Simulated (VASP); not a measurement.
# Ce (Im-3m) in VASP: further runs

The runs below take Ce through single point, with PBE.

Everything below comes from runs of VASP 6.6.1. Logs are shortened: lines on timing, memory, paths and dates and some standing lists are left out, and cuts for length are marked.

## (1) The crystal as given

Symmetry: Im-3m, No. 229, cubic system. Conventional cell: a = 3.887 Å, b = 3.887 Å, c = 3.887 Å, α = 90.00°, β = 90.00°, γ = 90.00°. Around Ce (site symmetry m-3m) lie 8 Ce at 3.37 Å.

This isn't the form of Ce at room conditions, which is fcc.

## (2) Single point, PBE, collinear spin, ferromagnetic start

Input file INCAR:

```
PREC     = Accurate       # precision mode
ENCUT    = 400            # plane-wave cutoff, eV
EDIFF    = 1E-6           # SCF threshold, eV
ISMEAR   = 0              # smearing method
SIGMA    = 0.2            # smearing width, eV
LREAL    = F              # projectors in reciprocal space
LASPH    = T              # aspherical terms in the spheres
NELM     = 100            # most SCF steps
ALGO     = Normal         # electronic algorithm
ISIF     = 2              # what is computed and relaxed
LWAVE    = F              # write WAVECAR
LCHARG   = F              # write CHGCAR
ISPIN    = 2              # spin polarisation
MAGMOM   = 1              # initial moments
LORBIT   = 11             # projections on sites
LMAXMIX  = 6              # l up to which the mixer works
GGA      = PE             # functional
NBANDS   = 16             # bands
ADDGRID  = F
```

Input file KPOINTS:

```
regular mesh
0
Gamma
  6 6 6
```

Input file POSCAR:

```
Ce
1.0
   -1.9824590000      1.9831840000      1.9962140000
    1.9307920000     -1.9490850000      1.9104480000
    1.9370660000      1.9036920000     -1.9621150000
Ce
1
Direct
   -0.0084250000     -0.0182580000     -0.0014360000
```

Potentials or basis: VASP PAW PBE potentials, release 64 (Ce).

Run with:

```console
$ cat potpaw_PBE.64/Ce/POTCAR > POTCAR
$ mpirun -np 1 vasp_std > vasp.out
```

OUTCAR:

```text
PREC = Accurate
   ENCUT = 400
   EDIFF = 1E-6
   ISMEAR = 0
   LREAL = F
   LASPH = T
   NELM = 100
   ISIF = 2
   ISPIN = 2
   LORBIT = 11
   GGA = PE

 Found    112 irreducible k-points:

 Following reciprocal coordinates:
            Coordinates               Weight
  0.000000  0.000000  0.000000      1.000000
  0.166667 -0.000000  0.000000      2.000000
  0.333333 -0.000000  0.000000      2.000000
  0.500000  0.000000 -0.000000      1.000000
  0.000000  0.166667  0.000000      2.000000
  0.166667  0.166667  0.000000      2.000000
   k-points           NKPTS =    112   k-points in BZ     NKDIM =    112   number of bands    NBANDS=     16
   number of dos      NEDOS =    301   number of ions     NIONS =      1
   total plane-waves  NPLWV =  13824
   dimension x,y,z NGX =    24 NGY =   24 NGZ =   24
   dimension x,y,z NGXF=    48 NGYF=   48 NGZF=   48
   ions per type =               1
   NGX,Y,Z   is equivalent  to a cutoff of  11.59, 11.93, 11.91 a.u.
   NGXF,Y,Z  is equivalent  to a cutoff of  23.18, 23.87, 23.82 a.u.
 SYSTEM =  unknown system
   PREC   = accura    normal or accurate (medium, high low for compatibility)
   ISTART =      0    job   : 0-new  1-cont  2-samecut
   ICHARG =      2    charge: 1-file 2-atom 10-const
   ISPIN  =      2    spin polarized calculation?
   LNONCOLLINEAR =      F non collinear calculations
   LSORBIT =      F    spin-orbit coupling
   LASPH  =      T    aspherical Exc in radial PAW
   ENCUT  =  400.0 eV  29.40 Ry    5.42 a.u.   5.61  5.45  5.46*2*pi/ulx,y,z
   NELM   =    100;   NELMIN=  2; NELMDL= -5     # of ELM steps
   EDIFF  = 0.1E-05   stopping-criterion for ELM
   LREAL  =      F    real-space projection
   EDIFFG = 0.1E-04   stopping-criterion for IOM
   NSW    =      0    number of steps for IOM
   IBRION =     -1    ionic relax: 0-MD 1-quasi-New 2-CG
   NFREE  =      0    steps in history (QN), initial steepest desc. (CG)
   ISIF   =      2    stress and relaxation
   ISYM   =      2    0-nonsym 1-usesym 2-fastsym
   POTIM  = 0.5000    time-step for ionic-motion
   TEBEG  =    0.0;   TEEND  =   0.0 temperature during run
   PSTRESS=    0.0 pullay stress
   NELECT =      12.0000    total number of electrons
   NUPDOWN=      -1.0000    fix difference up-down
   EMIN   =  10.00;   EMAX   =-10.00  energy-range for DOS
   EFERMI =   0.00;   METHOD = LEGACY
   ISMEAR =     0;   SIGMA  =   0.20  broadening in eV -4-tet -1-fermi 0-gaus
   EFERMI_NEDOS =   21; number of points for ismear=-14 and -15
   IALGO  =     38    algorithm
   IMIX   =      4    mixing-type and parameters
     AMIX     =   0.40;   BMIX     =  1.00
     AMIX_MAG =   1.60;   BMIX_MAG =  1.00
  volume/ion in A,a.u.               =      29.35       198.10
  Fermi-wavevector in a.u.,A,eV,Ry     =   1.214998  2.296014 20.085205  1.476221
  Thomas-Fermi vector in A             =   2.350400
   LORBIT       =     11    0 simple, 1 ext, 2 COOP (PROOUT), +10 PAW based schemes
   GGA     = PE    functional components
   LHFCALC =     F    Hartree Fock is set to
   AEXX    =    0.0000 exact exchange contribution
   IVDW    =     0    specifies the selected vdW correction
   LEPSILON=     F    determine dielectric tensor
   LRPA    =     F    only Hartree local field effects (RPA)
 spin polarized calculation
 Gauss-broadening in eV      SIGMA  =   0.20
  energy-cutoff  :      400.00
  volume of cell :       29.35
 maximum number of plane-waves:       545
 NGX is ok and might be reduce to    24

 number of electron      11.9999999 magnetization       1.4298594

 Free energy of the ion-electron system (eV)
  ---------------------------------------------------
  ext. energy  EPLUGINS =         0.00000000
  ---------------------------------------------------
  free energy    TOTEN  =        -5.72308695 eV

  energy without entropy =       -5.62738720  energy(sigma->0) =       -5.67523707

 E-fermi :   8.3196     XC(G=0): -10.7647

 val. band max:        8.3175509219   @ k =   0.5000   0.0000   0.5000
 cond. band min:       8.3198476856   @ k =   0.0000   0.5000   0.0000
 fundamental gap:      0.0022967637
 Fermi energy:         8.3196178956

 spin component 1

 k-point     1 :       0.0000    0.0000    0.0000
  band No.  band energies     occupation
      1     -26.5447      1.00000
      2      -8.1819      1.00000
      3      -8.0871      1.00000
      4      -8.0664      1.00000
      5       4.9020      1.00000
      6       8.2362      0.72235
[... 8 lines left out ...]
     15      10.0747      0.00000
     16      12.5687      0.00000

 k-point     2 :       0.1667   -0.0000    0.0000
  band No.  band energies     occupation
      1     -26.4547      1.00000
      2      -8.7504      1.00000
      3      -8.2800      1.00000
      4      -8.0960      1.00000
      5       5.8518      1.00000
      6       8.0373      0.97703
[... 8 lines left out ...]
     15      11.3138      0.00000
     16      12.1801      0.00000

 k-point     3 :       0.3333   -0.0000    0.0000
  band No.  band energies     occupation
      1     -26.2678      1.00000
      2      -9.8239      1.00000
      3      -8.5897      1.00000
      4      -8.1159      1.00000
      5       6.2520      1.00000
      6       7.8460      0.99959
[... 8 lines left out ...]
     15      12.6956      0.00000
     16      13.3767      0.00000

 k-point     4 :       0.5000    0.0000   -0.0000
  band No.  band energies     occupation
      1     -26.1698      1.00000
      2     -10.3074      1.00000
      3      -8.7342      1.00000
      4      -8.1262      1.00000
      5       5.9463      1.00000
      6       7.6520      1.00000
[... 8 lines left out ...]
     15      12.8500      0.00000
     16      13.8050      0.00000

 k-point     5 :       0.0000    0.1667    0.0000
  band No.  band energies     occupation
      1     -26.4430      1.00000
      2      -8.7211      1.00000
      3      -8.3283      1.00000
      4      -8.1453      1.00000
      5       5.8927      1.00000
      6       8.0422      0.97509
[... 8 lines left out ...]
     15      11.0872      0.00000
     16      11.9857      0.00000

 k-point     6 :       0.1667    0.1667    0.0000
  band No.  band energies     occupation
      1     -26.2967      1.00000
      2      -9.5279      1.00000
      3      -8.5521      1.00000
      4      -8.2315      1.00000
      5       6.8710      1.00000
      6       7.7148      0.99999
[... 8 lines left out ...]
     15      12.0124      0.00000
     16      13.3726      0.00000

 [... further k-points ...]

 spin component 2

 k-point     1 :       0.0000    0.0000    0.0000
  band No.  band energies     occupation
      1     -26.0330      1.00000
      2      -7.7169      1.00000
      3      -7.6035      1.00000
      4      -7.5802      1.00000
      5       5.5652      1.00000
      6       8.8966      0.00002
[... 8 lines left out ...]
     15      10.6752      0.00000
     16      12.8991      0.00000

 k-point     2 :       0.1667   -0.0000    0.0000
  band No.  band energies     occupation
      1     -25.9438      1.00000
      2      -8.2673      1.00000
      3      -7.7964      1.00000
      4      -7.6134      1.00000
      5       6.5171      1.00000
      6       8.6791      0.00551
[... 8 lines left out ...]
     15      11.9171      0.00000
     16      12.5897      0.00000

 k-point     3 :       0.3333   -0.0000    0.0000
  band No.  band energies     occupation
      1     -25.7587      1.00000
      2      -9.3218      1.00000
      3      -8.1020      1.00000
      4      -7.6356      1.00000
      5       6.8969      1.00000
      6       8.5394      0.06008
[... 8 lines left out ...]
     15      13.1851      0.00000
     16      13.7683      0.00000

 k-point     4 :       0.5000    0.0000   -0.0000
  band No.  band energies     occupation
      1     -25.6617      1.00000
      2      -9.7984      1.00000
      3      -8.2443      1.00000
      4      -7.6470      1.00000
      5       6.5754      1.00000
      6       8.3551      0.40089
[... 8 lines left out ...]
     15      13.3349      0.00000
     16      14.1965      0.00000

 k-point     5 :       0.0000    0.1667    0.0000
  band No.  band energies     occupation
      1     -25.9327      1.00000
      2      -8.2200      1.00000
      3      -7.8501      1.00000
      4      -7.6695      1.00000
      5       6.5378      1.00000
      6       8.6970      0.00381
[... 8 lines left out ...]
     15      11.7451      0.00000
     16      12.3896      0.00000

 k-point     6 :       0.1667    0.1667    0.0000
  band No.  band energies     occupation
      1     -25.7880      1.00000
      2      -9.0145      1.00000
      3      -8.0725      1.00000
      4      -7.7503      1.00000
      5       7.5277      1.00000
      6       8.3266      0.48019
[... 8 lines left out ...]
     15      12.4794      0.00000
     16      13.7666      0.00000

 [... further k-points ...]

------------------------ aborting loop because EDIFF is reached ----------------------------------------

  FORCE on cell =-STRESS in cart. coord.  units (eV):
  Direction    XX          YY          ZZ          XY          YZ          ZX
  --------------------------------------------------------------------------------------
  -------------------------------------------------------------------------------------
  Total       -0.0489185      0.0111517      0.0718297      0.0581708     -0.0454640      0.0682163
  in kB       -2.6699620      0.6086578      3.9204512      3.1749493     -2.4814178      3.7232310
  external PRESSURE =       0.6197156 kB  Pullay stress =       0.0000000 kB

 VOLUME and BASIS-vectors are now :
 -----------------------------------------------------------------------------
  energy-cutoff  :      400.00
  volume of cell :       29.35
      direct lattice vectors                 reciprocal lattice vectors
    -1.982459000  1.983184000  1.996214000     0.006384800  0.255123769  0.253830615
     1.930792000 -1.949085000  1.910448000     0.262015728  0.000784005  0.259431410
     1.937066000  1.903692000 -1.962115000     0.261612011  0.260320847  0.001187722

 POSITION                                       TOTAL-FORCE (eV/Angst)
 -----------------------------------------------------------------------------------
      1.86407      1.95394      1.89567         0.000000      0.000000     -0.000000
 -----------------------------------------------------------------------------------
    total drift:                                0.000000      0.000001      0.000000

  FREE ENERGIE OF THE ION-ELECTRON SYSTEM (eV)
  ---------------------------------------------------
  free  energy   TOTEN  =        -5.7230869543 eV

  energy  without entropy=       -5.6273871957  energy(sigma->0) =       -5.67523707

 total charge

# of ion       s       p       d       f       tot
--------------------------------------------------
    1        2.070   5.590   1.130   1.014   9.804

 magnetization (x)

# of ion       s       p       d       f       tot
--------------------------------------------------
    1        0.012   0.015   0.296   0.734   1.057
```

Run time: 39 s. Hardware: 1 thread of Intel Xeon 6975P-C (Granite Rapids), shared host; peak memory 0.19 GiB.

These settings aren't checked as converged: the numbers below hold their error.

What came out:

```
Free energy                                           : -5.7231 eV
Pressure                                              : 0.1 GPa
Band gap on the k mesh                                : none (metal or under the smearing width)
Net moment                                            : 1.43 μB per cell
Site moments                                          : Ce +1.06 μB
Valence electrons inside the program's atomic spheres : Ce 9.80
```

Caveat: the k mesh is coarse (spacing up to 0.39 Å⁻¹), so the values aren't converged; the magnetic or orbital state may not be the lowest; spin-orbit coupling is left out, which moves the levels of the heavy elements.

## (3) Single point, PBE, collinear spin, ferromagnetic start

This run uses another cell than the first one, of the same volume but with other edges.

Changes to INCAR since step 2:

```diff
@@ -1,3 +1,3 @@
 PREC     = Accurate       # precision mode
-ENCUT    = 400            # plane-wave cutoff, eV
+ENCUT    = 450            # plane-wave cutoff, eV
 EDIFF    = 1E-6           # SCF threshold, eV
```

KPOINTS is that of step 2.

Input file POSCAR:

```
Ce
1.0
   -1.9432985503      1.9432985503      1.9432985503
    1.9432985503     -1.9432985503      1.9432985503
    1.9432985503      1.9432985503     -1.9432985503
Ce
1
Direct
    0.0000000000      0.0000000000      0.0000000000
```

Potentials or basis: VASP PAW PBE potentials, release 64 (Ce).

Run with:

```console
$ cat potpaw_PBE.64/Ce/POTCAR > POTCAR
$ mpirun -np 1 vasp_std > vasp.out
```

OUTCAR:

```text
PREC = Accurate
   ENCUT = 450
   EDIFF = 1E-6
   ISMEAR = 0
   LREAL = F
   LASPH = T
   NELM = 100
   ISIF = 2
   ISPIN = 2
   LORBIT = 11
   GGA = PE

 Found     16 irreducible k-points:

 Following reciprocal coordinates:
            Coordinates               Weight
  0.000000  0.000000  0.000000      1.000000
  0.166667  0.000000  0.000000     12.000000
  0.333333  0.000000  0.000000     12.000000
  0.500000  0.000000  0.000000      6.000000
  0.166667  0.166667  0.000000     24.000000
  0.333333  0.166667  0.000000     48.000000
   k-points           NKPTS =     16   k-points in BZ     NKDIM =     16   number of bands    NBANDS=     16
   number of dos      NEDOS =    301   number of ions     NIONS =      1
   total plane-waves  NPLWV =  13824
   dimension x,y,z NGX =    24 NGY =   24 NGZ =   24
   dimension x,y,z NGXF=    48 NGYF=   48 NGZF=   48
   ions per type =               1
   NGX,Y,Z   is equivalent  to a cutoff of  11.85, 11.85, 11.85 a.u.
   NGXF,Y,Z  is equivalent  to a cutoff of  23.71, 23.71, 23.71 a.u.
 SYSTEM =  unknown system
   PREC   = accura    normal or accurate (medium, high low for compatibility)
   ISTART =      0    job   : 0-new  1-cont  2-samecut
   ICHARG =      2    charge: 1-file 2-atom 10-const
[... 185 lines left out ...]
      2      -7.6226      1.00000
      3      -7.6226      1.00000
      4      -7.6226      1.00000
      5       5.5766      1.00000
      6       8.9226      0.00001
[... 91 lines left out ...]
      3      -8.4693      1.00000
      4      -7.8310      1.00000
      5       7.3112      1.00000
      6       8.4339      0.23012
[... 8 lines left out ...]
     15      13.1981      0.00000
     16      14.4185      0.00000

 [... further k-points ...]

------------------------ aborting loop because EDIFF is reached ----------------------------------------

  FORCE on cell =-STRESS in cart. coord.  units (eV):
  Direction    XX          YY          ZZ          XY          YZ          ZX
  --------------------------------------------------------------------------------------
  -------------------------------------------------------------------------------------
  Total        0.0207329      0.0207329      0.0207329     -0.0000000     -0.0000000     -0.0000000
  in kB        1.1316003      1.1316003      1.1316003     -0.0000000     -0.0000000     -0.0000000
  external PRESSURE =       1.1316003 kB  Pullay stress =       0.0000000 kB

 VOLUME and BASIS-vectors are now :
 -----------------------------------------------------------------------------
  energy-cutoff  :      450.00
  volume of cell :       29.35
      direct lattice vectors                 reciprocal lattice vectors
    -1.943298550  1.943298550  1.943298550     0.000000000  0.257294485  0.257294485
     1.943298550 -1.943298550  1.943298550     0.257294485  0.000000000  0.257294485
     1.943298550  1.943298550 -1.943298550     0.257294485  0.257294485  0.000000000

 POSITION                                       TOTAL-FORCE (eV/Angst)
 -----------------------------------------------------------------------------------
      0.00000      0.00000      0.00000        -0.000000      0.000000      0.000000
 -----------------------------------------------------------------------------------
    total drift:                                0.000000      0.000000      0.000000

  FREE ENERGIE OF THE ION-ELECTRON SYSTEM (eV)
  ---------------------------------------------------
  free  energy   TOTEN  =        -5.7220443360 eV

  energy  without entropy=       -5.6273603034  energy(sigma->0) =       -5.67470232

 total charge

# of ion       s       p       d       f       tot
--------------------------------------------------
    1        2.082   5.588   1.127   1.016   9.814

 magnetization (x)

# of ion       s       p       d       f       tot
--------------------------------------------------
    1        0.012   0.016   0.305   0.743   1.075
```

OSZICAR:

```text
N       E                     dE             d eps       ncg     rms          rms(c)
DAV:   1     0.818435291438E+02    0.81844E+02   -0.43259E+03  1040   0.796E+02
DAV:   2    -0.234648243558E+00   -0.82078E+02   -0.70237E+02  1328   0.140E+02
DAV:   3    -0.604196718849E+01   -0.58073E+01   -0.57234E+01  1096   0.511E+01
[... 13 lines left out ...]
DAV:  17    -0.572203544795E+01   -0.16264E-02   -0.35224E-03  1200   0.497E-01    0.401E-02
DAV:  18    -0.572200506633E+01    0.30382E-04   -0.12464E-04  1376   0.937E-02    0.446E-02
DAV:  19    -0.572199553471E+01    0.95316E-05   -0.76260E-06  1368   0.252E-02    0.369E-02
DAV:  20    -0.572203439892E+01   -0.38864E-04   -0.26460E-05  1280   0.399E-02    0.198E-02
DAV:  21    -0.572204497065E+01   -0.10572E-04   -0.18518E-05  1312   0.328E-02    0.324E-03
DAV:  22    -0.572204433600E+01    0.63465E-06   -0.13787E-06   992   0.948E-03
   1 F= -.57220443E+01 E0= -.56747023E+01  d E =-.946840E-01  mag=     1.4569
```

It took 12 s on 1 thread of Intel Xeon 6975P-C (Granite Rapids), shared host; peak memory 0.16 GiB.

These settings aren't checked as converged: the numbers below hold their error.

Results:

- Free energy: -5.7220 eV
- Pressure: 0.1 GPa
- Band gap on the k mesh: none (metal or under the smearing width)
- Net moment: 1.46 μB per cell
- Site moments: Ce +1.07 μB
- Valence electrons inside the program's atomic spheres: Ce 9.81

Caveat: the k mesh is coarse (spacing up to 0.38 Å⁻¹), so the values aren't converged; the magnetic or orbital state may not be the lowest; spin-orbit coupling is left out, which moves the levels of the heavy elements.

(Continued in part 2 of 2.)
